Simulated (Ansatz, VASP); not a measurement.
**One calculation of MgO, two programs**

Contents of POSCAR:

```
MgO
1.0
    0.0000000000      2.2354210462      2.2354210462
    2.2354210462      0.0000000000      2.2354210462
    2.2354210462      2.2354210462      0.0000000000
Mg O
1 1
Direct
    0.0000000000      0.0000000000      0.0000000000
    0.2500000000      0.2500000000      0.2500000000
```

INCAR.step1

```
ALGO = Normal ; EDIFF = 1E-4
ENCUT = 520 ; GGA = PE
ISMEAR = 0 ; LASPH = True
LCHARG = False ; LREAL = False
LWAVE = True ; NBANDS = 11
NELM = 80 ; PREC = Accurate
SIGMA = 0.01
```

Contents of INCAR.step2:

```
ALGO = Normal ; EDIFF = 1E-6
ENCUT = 520 ; ISIF = 2
ISMEAR = 0 ; ISTART = 1
LASPH = True ; LCHARG = True
LELF = True ; LMIXTAU = True
LREAL = False ; LVHAR = True
LWAVE = False ; METAGGA = R2SCAN
NBANDS = 11 ; NELM = 80
PREC = Accurate ; SIGMA = 0.01
```

The input KPOINTS:

```
k-points
0
Gamma
  8 8 8
```

Input for Ansatz:

```yaml
crystal:
  lattice:
    - [0.0, 2.2354210462, 2.2354210462]
    - [2.2354210462, 0.0, 2.2354210462]
    - [2.2354210462, 2.2354210462, 0.0]
  atoms:
    - { symbol: Mg, position: [0.0, 0.0, 0.0] }
    - { symbol: O, position: [0.25, 0.25, 0.25] }
kpoints:
  mp_grid: { grid: [8, 8, 8] }
hamiltonian:
  xc: r2scan
scf:
  occupations: { method: fixed }
  n_extra_bands: 4
output:
  forces: true
  stress: true
  eigenvalues: true
```

Alike in both runs: task single point; functional r2SCAN; k mesh 8 × 8 × 8; no spin polarisation.

|  | VASP | Ansatz |
| --- | --- | --- |
| version | VASP 6.6.1 | Ansatz 0.2.0 |
| potentials or method | VASP PAW PBE potentials, release 64 (Mg, O) | plane waves, PAW |
| plane-wave cutoff (eV) | 520 | 500 |
| occupations | gaussian, width 0.01 eV | fixed |
| valence electrons in the cell | 8 | 16 |

|  | VASP | Ansatz | Ansatz less VASP |
| --- | --- | --- | --- |
| gap on the k mesh at the Fermi level (eV) | 4.70 | 4.72 | +0.015 |
| pressure (GPa) | 8.4 | 8.8 | +0.44 |

The two sets of potentials don't hold the same shells in valence.

Caveats: the PAW data sets were made with another functional, which shifts forces and pressure a little (VASP). r2SCAN opens gaps a little over a GGA but as a rule still falls short of measured ones.
